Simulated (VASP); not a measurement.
Wanted: the native input for a VASP 6.6.1 run.

- Task: single point
- Functional: r2SCAN
- Potentials or basis: VASP PAW PBE potentials, release 64 (Cu, O)
- Cutoff: 520 eV
- k mesh: 7 × 7 × 7
- Occupations: gaussian, width 0.05 eV
- Spin: collinear spin, random start
- Starting moments: [-0.34, 0.0] μB
- Hubbard terms: Cu d U = 6 eV
- Further INCAR settings: ALGO = Normal; EDIFF = 1e-07; NBANDS = 20

The structure of CuO lies in POSCAR:

```
CuO
1.0
    0.0000000000      2.3272527300      2.3272527300
    2.3272527300      0.0000000000      2.3272527300
    2.3272527300      2.3272527300      0.0000000000
Cu O
1 1
Direct
    0.0000000000      0.0000000000      0.0000000000
    0.2500000000      0.2500000000      0.2500000000
```

Measurements of this composition are mostly on another form, of space group No. 15.

One way to write it, as run:

INCAR

```
SYSTEM = CuO
PREC = Accurate
ENCUT = 520
EDIFF = 1E-7
ISMEAR = 0
SIGMA = 0.05
LREAL = .FALSE.
LASPH = .TRUE.
NELM = 80
ALGO = Normal
ISIF = 2
LWAVE = .FALSE.
LCHARG = .FALSE.
ISPIN = 2
MAGMOM = -0.34 0
LORBIT = 11
LMAXMIX = 4
LDAU = .TRUE.
LDAUTYPE = 2
LDAUL = 2 -1
LDAUU = 6 0
LDAUJ = 0 0
LDAUPRINT = 1
METAGGA = R2SCAN
LMIXTAU = .TRUE.
NBANDS = 20
```

KPOINTS

```
Automatic mesh
0
G
  7 7 7
  0 0 0
```

Potentials or basis: VASP PAW PBE potentials, release 64 (Cu, O).

The run is started by

```bash
$ cat potpaw_PBE.64/Cu/POTCAR potpaw_PBE.64/O/POTCAR > POTCAR
$ mpirun -np 1 vasp_std > vasp.out
```

Results of the run:

* Pressure: -14.5 GPa
* Band gap on the k mesh: none (metal or under the smearing width)
* Net moment: -1.00 μB per cell
* Site moments: Cu -0.51; O -0.46 μB
* Valence electrons inside the program's atomic spheres: Cu 9.91; O 4.91

Caveat: the PAW data sets were made with another functional, which shifts forces and pressure a little; a cell with one magnetic atom can't hold antiferromagnetic order, which such compounds often take.

It took 26 s on 1 thread of Intel(R) Xeon(R) 6975P-C (Granite Rapids) (shared host), peak memory 0.17 GiB.
